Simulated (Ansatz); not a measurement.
## TiSe2 in the CdI2-type structure

Level of theory: DFT, PBE, scalar-relativistic, no spin polarisation; plane waves to 420 eV with PAW datasets (Ansatz 0.2.0), Γ-centred 12×12×6 mesh, 0.05 eV Gaussian smearing. The datasets are Ansatz's generated set soft_2.

```cif
data_structure
_symmetry_space_group_name_H-M 'P 1'
_symmetry_Int_Tables_number 1
_cell_length_a 3.5447
_cell_length_b 3.5447
_cell_length_c 6.7111
_cell_angle_alpha 90.000
_cell_angle_beta 90.000
_cell_angle_gamma 120.000
_cell_volume 73.03
loop_
_atom_site_label
_atom_site_type_symbol
_atom_site_fract_x
_atom_site_fract_y
_atom_site_fract_z
_atom_site_occupancy
Ti1 Ti 0.00000 0.00000 0.00000 1
Se1 Se 0.33333 0.66667 0.23023 1
Se2 Se 0.66667 0.33333 0.76977 1
```

The compound is reported in the structure type of the start.

**Question.** Which orbitals carry the states at the Fermi level, and how many states are there?

**Answer.** Within 0.1 eV of it: Ti 3d 73 %, Se 4p 26 % (shares among the projected shells). The Fermi level sits on a steep edge: the density of states is 0.3, 0.8 and 1.4 states/eV per cell at −0.1, 0 and +0.1 eV.

Density of states (tetrahedra, averaged over 0.5 eV; states/eV per cell of 3 atoms; energy in eV from the Fermi level; projections on Löwdin-orthogonalised atomic orbitals, summed over sites):

| E | total | Se 4p | Ti 3d | Se 4s | Ti 4s | Ti 3p |
| --- | --- | --- | --- | --- | --- | --- |
| -5.10 | 0.3 | 0.2 | 0.1 | 0.0 | 0.0 | 0.0 |
| -4.60 | 1.4 | 1.0 | 0.2 | 0.0 | 0.1 | 0.0 |
| -4.10 | 3.9 | 3.0 | 0.5 | 0.1 | 0.2 | 0.0 |
| -3.60 | 1.8 | 1.3 | 0.3 | 0.1 | 0.1 | 0.0 |
| -3.10 | 2.0 | 1.4 | 0.5 | 0.0 | 0.0 | 0.0 |
| -2.60 | 4.1 | 2.8 | 1.2 | 0.1 | 0.0 | 0.0 |
| -2.10 | 4.4 | 2.9 | 1.4 | 0.1 | 0.0 | 0.0 |
| -1.60 | 2.6 | 2.1 | 0.4 | 0.0 | 0.0 | 0.0 |
| -1.10 | 2.3 | 1.9 | 0.3 | 0.0 | 0.0 | 0.0 |
| -0.60 | 0.9 | 0.7 | 0.2 | 0.0 | 0.0 | 0.0 |
| -0.10 | 0.6 | 0.2 | 0.4 | 0.0 | 0.0 | 0.0 |
| 0.40 | 2.5 | 0.4 | 2.1 | 0.0 | 0.0 | 0.0 |
| 0.90 | 1.6 | 0.3 | 1.2 | 0.0 | 0.0 | 0.0 |
| 1.40 | 6.7 | 1.2 | 5.4 | 0.0 | 0.1 | 0.0 |
| 1.90 | 0.8 | 0.1 | 0.7 | 0.0 | 0.0 | 0.0 |
| 2.40 | 1.5 | 0.5 | 0.9 | 0.0 | 0.0 | 0.0 |
| 2.90 | 3.1 | 1.2 | 1.7 | 0.1 | 0.0 | 0.0 |
| 3.40 | 3.4 | 1.3 | 1.8 | 0.1 | 0.0 | 0.0 |
| 3.90 | 0.0 | 0.0 | 0.0 | 0.0 | 0.0 | 0.0 |

The structure is built of weakly bound layers, and this functional has no dispersion term, so their spacing and all that hangs on it (volume, the soft elastic constants, low modes, dielectric constants) are poorly given.
